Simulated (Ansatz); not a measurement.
# Band table of Rb (sc type)

```
Rb
1.0
     4.61869    0.00000    0.00000
     0.00000    4.61869    0.00000
     0.00000    0.00000    4.61869
Rb
1
Direct
  0.00000 0.00000 0.00000
```

The cell comes from a relaxation on PAW files under the same functional, begun from a prototype that needn't be the stable phase.

Level of theory: DFT with PBE, scalar-relativistic, in Ansatz 0.2.0; a Γ-centred 9×9×9 k mesh, Fermi–Dirac smearing of 0.08 eV, no spin polarisation. LAPW: all electrons, basis error target 1 meV/atom.

Path points, in fractions of the reciprocal vectors: Γ (0.000, 0.000, 0.000), X (0.000, 0.500, 0.000), M (0.500, 0.500, 0.000), R (0.500, 0.500, 0.500). The distance column jumps between branches of the path. Levels in eV from the Fermi level; bands 7 to 12, counted from the lowest band of the run. The gap is zero, the pressure 0.01 GPa.

```
# k(1/Å) point b7 b8 b9 b10 b11 b12
0.000 Γ -13.11 -13.11 -13.11 -1.87 2.33 2.33
0.097 - -13.12 -13.11 -13.11 -1.82 2.31 2.35
0.194 - -13.13 -13.11 -13.11 -1.69 2.21 2.42
0.292 - -13.16 -13.11 -13.11 -1.48 1.98 2.52
0.389 - -13.18 -13.10 -13.10 -1.19 1.59 2.64
0.486 - -13.21 -13.10 -13.10 -0.83 1.12 2.77
0.583 - -13.22 -13.10 -13.10 -0.44 0.64 2.86
0.680 X -13.23 -13.10 -13.10 -0.16 0.32 2.90
0.777 - -13.23 -13.10 -13.10 -0.11 0.34 2.92
0.875 - -13.22 -13.12 -13.10 0.04 0.39 2.96
0.972 - -13.22 -13.14 -13.10 0.28 0.47 2.97
1.069 - -13.22 -13.17 -13.09 0.57 0.60 2.75
1.166 - -13.22 -13.19 -13.09 0.69 0.98 2.41
1.263 - -13.21 -13.21 -13.09 0.80 1.38 2.18
1.360 M -13.21 -13.21 -13.09 0.84 1.66 2.09
1.498 - -13.21 -13.21 -13.09 0.68 1.37 2.10
1.635 - -13.20 -13.19 -13.09 0.10 1.50 2.13
1.773 - -13.18 -13.17 -13.10 -0.54 1.85 2.17
1.910 - -13.15 -13.15 -13.10 -1.09 2.21 2.22
2.047 - -13.13 -13.13 -13.11 -1.52 2.27 2.36
2.185 - -13.11 -13.11 -13.11 -1.78 2.31 2.35
2.322 Γ -13.11 -13.11 -13.11 -1.87 2.33 2.33
2.491 - -13.11 -13.11 -13.11 -1.73 2.34 2.34
2.659 - -13.13 -13.13 -13.13 -1.34 2.35 2.35
2.827 - -13.15 -13.15 -13.15 -0.73 2.37 2.37
2.996 - -13.17 -13.16 -13.16 0.05 2.29 2.29
3.164 - -13.18 -13.18 -13.18 0.85 2.10 2.10
3.332 - -13.20 -13.19 -13.19 1.52 1.90 1.90
3.500 R -13.20 -13.20 -13.20 1.83 1.83 1.83
3.638 - -13.20 -13.19 -13.19 1.63 1.85 1.89
3.775 - -13.20 -13.18 -13.18 1.26 1.74 2.08
3.913 - -13.21 -13.16 -13.16 0.91 1.28 2.39
4.050 - -13.22 -13.14 -13.14 0.65 0.71 2.82
4.188 - -13.22 -13.12 -13.12 0.24 0.46 3.04
4.325 - -13.23 -13.10 -13.10 -0.06 0.35 2.94
4.462 X -13.23 -13.10 -13.10 -0.16 0.32 2.90
5.424 R -13.20 -13.20 -13.20 1.83 1.83 1.83
5.521 - -13.20 -13.20 -13.19 1.74 1.84 1.84
5.619 - -13.20 -13.20 -13.18 1.53 1.88 1.88
5.716 - -13.20 -13.20 -13.16 1.31 1.94 1.94
5.813 - -13.21 -13.21 -13.13 1.11 2.00 2.00
5.910 - -13.21 -13.21 -13.11 0.96 1.94 2.05
6.007 - -13.21 -13.21 -13.09 0.87 1.73 2.08
6.105 M -13.21 -13.21 -13.09 0.84 1.66 2.09
```
